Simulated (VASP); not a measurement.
# InAs (F-43m) in VASP: further runs

InAs is run at these levels: PBE, LDA, PBE+D4, revPBE+D3(BJ); tasks: single point.

All numbers are computed with VASP 6.6.1; they aren't measurements. Logs are shortened: lines on timing, memory, paths and dates and some standing lists are left out, and cuts for length are marked.

**What was measured.**

From a printed reference work, data compilation, for a bulk crystal of InAs at 4.2 K: band gap 0.418 eV (direct).

How close the calculation comes is told below.

## Step 1: The cell of the first run

Symmetry: F-43m, No. 216, cubic system. The conventional cell has a = 6.036 Å, b = 6.036 Å, c = 6.036 Å, α = 90.00°, β = 90.00°, γ = 90.00°. Within 3.4 Å of In (site symmetry -43m) lie 4 As at 2.61 Å. As (site symmetry -43m) has 4 In at 2.61 Å within 3.4 Å.

## Step 2: Single point, PBE

INCAR

```
  PREC = Accurate
  ENCUT = 520
  EDIFF = 1E-7
  ISMEAR = -1
  SIGMA = 0.02
  LREAL = False
  LASPH = True
  NELM = 60
  ALGO = Normal
  ISIF = 2
  LWAVE = False
  LCHARG = False
  GGA = PE
  NBANDS = 16
```

KPOINTS

```
Automatic mesh
0
Gamma
  3 3 3
```

POSCAR

```
InAs
1.0
    0.0000000000      3.0180000000      3.0180000000
    3.0180000000      0.0000000000      3.0180000000
    3.0180000000      3.0180000000      0.0000000000
In As
1 1
Direct
    0.0000000000      0.0000000000      0.0000000000
    0.7500000000      0.7500000000      0.7500000000
```

Potentials or basis: VASP PAW PBE potentials, release 64 (In_d, As).

Command:

```console
$ cat potpaw_PBE.64/In_d/POTCAR potpaw_PBE.64/As/POTCAR > POTCAR
$ mpirun -np 1 vasp_std > vasp.out
```

OUTCAR:

```text
PREC = Accurate
   ENCUT = 520
   EDIFF = 1E-7
   ISMEAR = -1
   LREAL = False
   LASPH = True
   NELM = 60
   ISIF = 2
   GGA = PE

 ion  position               nearest neighbor table
   1  0.000  0.000  0.000-   2 2.61   2 2.61   2 2.61   2 2.61
   2  0.750  0.750  0.750-   1 2.61   1 2.61   1 2.61   1 2.61

  LATTYP: Found a face centered cubic cell.
 ALAT       =     6.0360000000

  Lattice vectors:

 A1 = (   0.0000000000,   3.0180000000,   3.0180000000)
 A2 = (   3.0180000000,   0.0000000000,   3.0180000000)
 A3 = (   3.0180000000,   3.0180000000,   0.0000000000)

Analysis of symmetry for initial positions (statically):
=====================================================================
 Subroutine PRICEL returns:
 Original cell was already a primitive cell.

 Routine SETGRP: Setting up the symmetry group for a
 face centered cubic supercell.

 Subroutine GETGRP returns: Found 24 space group operations
 (whereof 24 operations were pure point group operations)
 out of a pool of 48 trial point group operations.

The static configuration has the point symmetry T_d .

Analysis of symmetry for dynamics (positions and initial velocities):
=====================================================================
 Subroutine PRICEL returns:
 Original cell was already a primitive cell.

 Routine SETGRP: Setting up the symmetry group for a
 face centered cubic supercell.

 Subroutine GETGRP returns: Found 24 space group operations
 (whereof 24 operations were pure point group operations)
 out of a pool of 48 trial point group operations.

The dynamic configuration has the point symmetry T_d .

 Subroutine INISYM returns: Found 24 space group operations
 (whereof 24 operations are pure point group operations),
 and found     1 'primitive' translations

----------------------------------------------------------------------------------------

                                     Primitive cell

  volume of cell :      54.9778

  direct lattice vectors                    reciprocal lattice vectors
     0.000000000  3.018000000  3.018000000    -0.165672631  0.165672631  0.165672631
     3.018000000  0.000000000  3.018000000     0.165672631 -0.165672631  0.165672631
     3.018000000  3.018000000  0.000000000     0.165672631  0.165672631 -0.165672631

  length of vectors
     4.268096531  4.268096531  4.268096531     0.286953414  0.286953414  0.286953414

  position of ions in fractional coordinates (direct lattice)
     0.000000000  0.000000000  0.000000000
     0.750000000  0.750000000  0.750000000

  ion indices of the primitive-cell ions
   primitive index   ion index
                 1           1
                 2           2

----------------------------------------------------------------------------------------

 KPOINTS: Automatic mesh

Automatic generation of k-mesh.
 Grid dimensions read from file:
 generate k-points for:    3    3    3

 Generating k-lattice:

  Cartesian coordinates                     Fractional coordinates (reciprocal lattice)
    -0.055224210  0.055224210  0.055224210     0.333333333  0.000000000  0.000000000
     0.055224210 -0.055224210  0.055224210     0.000000000  0.333333333  0.000000000
     0.055224210  0.055224210 -0.055224210     0.000000000  0.000000000  0.333333333

  Length of vectors
     0.095651138  0.095651138  0.095651138

  Shift w.r.t. Gamma in fractional coordinates (k-lattice)
     0.000000000  0.000000000  0.000000000

 Subroutine IBZKPT returns following result:
 ===========================================

 Found      4 irreducible k-points:

 Following reciprocal coordinates:
            Coordinates               Weight
  0.000000  0.000000  0.000000      1.000000
  0.333333  0.000000  0.000000      8.000000
  0.333333  0.333333  0.000000      6.000000
 -0.333333  0.333333  0.000000     12.000000
   k-points           NKPTS =      4   k-points in BZ     NKDIM =      4   number of bands    NBANDS=     16
   number of dos      NEDOS =    301   number of ions     NIONS =      2
   total plane-waves  NPLWV =  32768
   dimension x,y,z NGX =    32 NGY =   32 NGZ =   32
   dimension x,y,z NGXF=    64 NGYF=   64 NGZF=   64
   ions per type =               1   1
   NGX,Y,Z   is equivalent  to a cutoff of  12.46, 12.46, 12.46 a.u.
   NGXF,Y,Z  is equivalent  to a cutoff of  24.93, 24.93, 24.93 a.u.
 SYSTEM =  unknown system
   PREC   = accura    normal or accurate (medium, high low for compatibility)
   ISTART =      0    job   : 0-new  1-cont  2-samecut
   ICHARG =      2    charge: 1-file 2-atom 10-const
   ISPIN  =      1    spin polarized calculation?
   LNONCOLLINEAR =      F non collinear calculations
   LSORBIT =      F    spin-orbit coupling
   LASPH  =      T    aspherical Exc in radial PAW
   ENCUT  =  520.0 eV  38.22 Ry    6.18 a.u.   7.94  7.94  7.94*2*pi/ulx,y,z
   NELM   =     60;   NELMIN=  2; NELMDL= -5     # of ELM steps
   EDIFF  = 0.1E-06   stopping-criterion for ELM
   LREAL  =      F    real-space projection
   EDIFFG = 0.1E-05   stopping-criterion for IOM
   NSW    =      0    number of steps for IOM
   IBRION =     -1    ionic relax: 0-MD 1-quasi-New 2-CG
   NFREE  =      0    steps in history (QN), initial steepest desc. (CG)
   ISIF   =      2    stress and relaxation
   ISYM   =      2    0-nonsym 1-usesym 2-fastsym
   POTIM  = 0.5000    time-step for ionic-motion
   TEBEG  =    0.0;   TEEND  =   0.0 temperature during run
   PSTRESS=    0.0 pullay stress
   NELECT =      18.0000    total number of electrons
   NUPDOWN=      -1.0000    fix difference up-down
   EMIN   =  10.00;   EMAX   =-10.00  energy-range for DOS
   EFERMI =   0.00;   METHOD = LEGACY
   ISMEAR =    -1;   SIGMA  =   0.02  broadening in eV -4-tet -1-fermi 0-gaus
   EFERMI_NEDOS =   21; number of points for ismear=-14 and -15
   IALGO  =     38    algorithm
   IMIX   =      4    mixing-type and parameters
     AMIX     =   0.40;   BMIX     =  1.00
     AMIX_MAG =   1.60;   BMIX_MAG =  1.00
  volume/ion in A,a.u.               =      27.49       185.50
  Fermi-wavevector in a.u.,A,eV,Ry     =   1.128331  2.132236 17.321990  1.273130
  Thomas-Fermi vector in A             =   2.265020
   LORBIT       =      0    0 simple, 1 ext, 2 COOP (PROOUT), +10 PAW based schemes
   GGA     = PE    functional components
   LHFCALC =     F    Hartree Fock is set to
   AEXX    =    0.0000 exact exchange contribution
   IVDW    =     0    specifies the selected vdW correction
   LEPSILON=     F    determine dielectric tensor
   LRPA    =     F    only Hartree local field effects (RPA)
 non-spin polarized calculation
  energy-cutoff  :      520.00
  volume of cell :       54.98
 maximum number of plane-waves:      1484
   NGX = 15   NGY = 15   NGZ = 15

 number of electron      17.9999991 magnetization

 Free energy of the ion-electron system (eV)
  ---------------------------------------------------
  ext. energy  EPLUGINS =         0.00000000
  ---------------------------------------------------
  free energy    TOTEN  =        -7.20211482 eV

  energy without entropy =       -7.19928542  energy(sigma->0) =       -7.20070012

 E-fermi :   4.6805     XC(G=0):  -9.0628

 val. band max:        4.6666502624   @ k =   0.0000   0.0000   0.0000
 cond. band min:       5.7481139471   @ k =   0.3333   0.0000   0.0000
 fundamental gap:      1.0814636846
 Fermi energy:         4.6805139030

 k-point     1 :       0.0000    0.0000    0.0000
  band No.  band energies     occupation
      1      -9.8268      2.00000
      2      -9.8268      2.00000
      3      -9.8268      2.00000
      4      -9.7031      2.00000
      5      -9.7031      2.00000
      6      -7.2296      2.00000
[... 8 lines left out ...]
     15      14.3005      0.00000
     16      14.3005      0.00000

 k-point     2 :       0.3333    0.0000    0.0000
  band No.  band energies     occupation
      1      -9.9187      2.00000
      2      -9.8009      2.00000
      3      -9.8009      2.00000
      4      -9.6990      2.00000
      5      -9.6990      2.00000
      6      -6.2307      2.00000
[... 8 lines left out ...]
     15      13.7001      0.00000
     16      13.7001      0.00000

 k-point     3 :       0.3333    0.3333    0.0000
  band No.  band energies     occupation
      1      -9.9669      2.00000
      2      -9.7656      2.00000
      3      -9.7656      2.00000
      4      -9.7312      2.00000
      5      -9.6858      2.00000
      6      -5.8908      2.00000
[... 8 lines left out ...]
     15      15.4170      0.00000
     16      17.0236      0.00000

 k-point     4 :      -0.3333    0.3333    0.0000
  band No.  band energies     occupation
      1      -9.9718      2.00000
      2      -9.7772      2.00000
      3      -9.7642      2.00000
      4      -9.7142      2.00000
      5      -9.6961      2.00000
      6      -5.3021      2.00000
[... 8 lines left out ...]
     15      13.8460      0.00000
     16      17.3783      0.00000

------------------------ aborting loop because EDIFF is reached ----------------------------------------

  FORCE on cell =-STRESS in cart. coord.  units (eV):
  Direction    XX          YY          ZZ          XY          YZ          ZX
  --------------------------------------------------------------------------------------
  -------------------------------------------------------------------------------------
  Total        2.1359935      2.1359935      2.1359935     -0.0000000      0.0000000     -0.0000000
  in kB       62.2476270     62.2476270     62.2476270     -0.0000000      0.0000000     -0.0000000
  external PRESSURE =      62.2476270 kB  Pullay stress =       0.0000000 kB

 VOLUME and BASIS-vectors are now :
 -----------------------------------------------------------------------------
  energy-cutoff  :      520.00
  volume of cell :       54.98
      direct lattice vectors                 reciprocal lattice vectors
     0.000000000  3.018000000  3.018000000    -0.165672631  0.165672631  0.165672631
     3.018000000  0.000000000  3.018000000     0.165672631 -0.165672631  0.165672631
     3.018000000  3.018000000  0.000000000     0.165672631  0.165672631 -0.165672631

 POSITION                                       TOTAL-FORCE (eV/Angst)
 -----------------------------------------------------------------------------------
      0.00000      0.00000      0.00000        -0.000000     -0.000000     -0.000000
      4.52700      4.52700      4.52700         0.000000      0.000000      0.000000
 -----------------------------------------------------------------------------------
    total drift:                                0.000000      0.000000      0.000000

  FREE ENERGIE OF THE ION-ELECTRON SYSTEM (eV)
  ---------------------------------------------------
  free  energy   TOTEN  =        -7.2021148171 eV

  energy  without entropy=       -7.1992854227  energy(sigma->0) =       -7.20070012
```

Wall time 5.9 s (1 thread of Intel Xeon Platinum 8559C (Emerald Rapids), shared host); peak memory 0.16 GiB.

What came out:

- Free energy: -7.2021 eV
- Pressure: 6.2 GPa
- Band gap on the k mesh: zero (filled and empty bands touch)

Caveat: the k points lie up to 0.60 Å⁻¹ apart; spin-orbit coupling is left out, which moves the levels of the heavy elements.

## Step 3: Single point, PBE

INCAR

```
SYSTEM = InAs
PREC = Accurate
ENCUT = 520
EDIFF = 1E-7
ISMEAR = 0
SIGMA = 0.013000000000000001
LREAL = .False.
LASPH = .True.
NELM = 80
ALGO = Normal
ISIF = 2
LWAVE = .False.
LCHARG = .False.
GGA = PE
NBANDS = 16
```

KPOINTS

```
Automatic mesh
0
Gamma
  8 8 8
  0 0 0
```

POSCAR is that of step 2.

Potentials or basis: VASP PAW PBE potentials, release 64 (In_d, As).

Command:

```console
$ cat potpaw_PBE.64/In_d/POTCAR potpaw_PBE.64/As/POTCAR > POTCAR
$ mpirun -np 1 vasp_std > vasp.out
```

Wall time 14 s (1 thread of Intel Xeon Platinum 8559C (Emerald Rapids), shared host); peak memory 0.18 GiB.

It converged, with:

| Quantity | Value |
| --- | --- |
| Free energy | -7.6613 eV |
| Pressure | 4.4 GPa |
| Band gap on the k mesh | zero (filled and empty bands touch) |

Levels at points of the mesh, in eV from the Fermi level:
| k point | band 7 | band 8 | band 9 | band 10 | band 11 | band 12 |
| --- | --- | --- | --- | --- | --- | --- |
| (0.00, 0.00, 0.00) | -0.17 | 0.00 | 0.00 | 0.00 | 3.91 | 3.91 |
| (0.50, 0.00, 0.00) | -5.80 | -1.00 | -1.00 | 0.96 | 4.68 | 4.68 |
| (0.50, 0.50, 0.00) | -5.87 | -2.34 | -2.34 | 1.53 | 2.06 | 9.22 |

Caveat: spin-orbit coupling is left out, which moves the levels of the heavy elements.

## Step 4: Single point, LDA

This run uses another cell than the first one, of 27.37 Å³/atom, 0.995 times its volume.

INCAR

```
SYSTEM = InAs
PREC = Accurate ; ENCUT = 520
EDIFF = 1E-6 ; ISMEAR = -1
SIGMA = 0.05 ; LREAL = .FALSE.
LASPH = .TRUE. ; NELM = 60
ALGO = Normal ; ISIF = 2
LWAVE = .FALSE. ; LCHARG = .FALSE.
GGA = CA ; NBANDS = 16
```

KPOINTS

```
Automatic mesh
0
G
  8 8 8
  0 0 0
```

POSCAR

```
InAs
1.0
    0.0000000000      3.0134580761      3.0134580761
    3.0134580761      0.0000000000      3.0134580761
    3.0134580761      3.0134580761      0.0000000000
In As
1 1
Direct
    0.0000000000      0.0000000000      0.0000000000
    0.7500000000      0.7500000000      0.7500000000
```

Potentials or basis: VASP PAW LDA potentials, release 64 (In_d, As).

Command:

```console
$ cat potpaw_LDA.64/In_d/POTCAR potpaw_LDA.64/As/POTCAR > POTCAR
$ mpirun -np 1 vasp_std > vasp.out
```

Run time: 11 s. Hardware: 1 thread of Intel Xeon Platinum 8559C (Emerald Rapids), shared host; peak memory 0.16 GiB.

It converged, with:

```yaml
Free_energy: -9.0260 eV
Pressure: 0.1 GPa
Band_gap_on_the_k_mesh: zero (filled and empty bands touch)
```

Levels at points of the mesh, in eV from the Fermi level:
| k point | band 7 | band 8 | band 9 | band 10 | band 11 | band 12 |
| --- | --- | --- | --- | --- | --- | --- |
| (0.00, 0.00, 0.00) | -0.39 | -0.05 | -0.05 | -0.05 | 3.78 | 3.78 |
| (0.50, 0.00, 0.00) | -5.94 | -1.06 | -1.06 | 0.78 | 4.57 | 4.57 |
| (0.50, 0.50, 0.00) | -6.01 | -2.43 | -2.43 | 1.36 | 1.91 | 9.02 |

Caveat: spin-orbit coupling is left out, which moves the levels of the heavy elements.

(Continued in part 2 of 2.)
